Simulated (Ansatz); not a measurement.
# Al: equation of state with PBE

**The experiment to reproduce.**

From “The interpretation of polycrystalline coherent inelastic neutron scattering from aluminium”, 2013, pmc:3831299, for a bulk crystal of Al: bulk modulus 76.9 GPa.

Crystal: Al.

```
CELL_PARAMETERS angstrom
0.00000 2.02481 2.02481
2.02481 0.00000 2.02481
2.02481 2.02481 0.00000
ATOMIC_POSITIONS crystal
Al 0.00000 0.00000 0.00000
```

```yaml
Program: Ansatz 0.2.0
Task: equation of state
Functional: PBE
Potentials_or_basis: SSSP efficiency PAW
Cutoff: 408 eV
Density_cutoff: 4082 eV
k_mesh: 11 × 11 × 11
Occupations: fermi-dirac, width 0.05 eV
Spin: no spin polarisation
```

The equilibrium volume is 16.50 Å³/atom, the bulk modulus is 79 GPa and the pressure derivative of the bulk modulus is 4.5.

Energy against volume, from the lowest point:
```tsv
volume (Å³/atom)	energy (meV/atom)
15.607	13.14
15.939	4.91
16.271	0.66
16.603	0.00
16.935	2.54
17.267	7.96
17.599	15.93
```

All runs of the series together: 2.2 s on 2 threads of Arm Neoverse V2 (shared host).

A measured bulk modulus of Al is 76.9 GPa (quoted in “The interpretation of polycrystalline coherent inelastic neutron scattering from aluminium”, 2013, pmc:3831299); the calculated 79 GPa misses it by +3.2 %. The fit is for a static lattice scaled at fixed shape and fixed fractional positions. The cell as given is a measured one (16.60 Å³/atom); PBE puts the equilibrium volume -0.6 % from it, thermal expansion not counted.
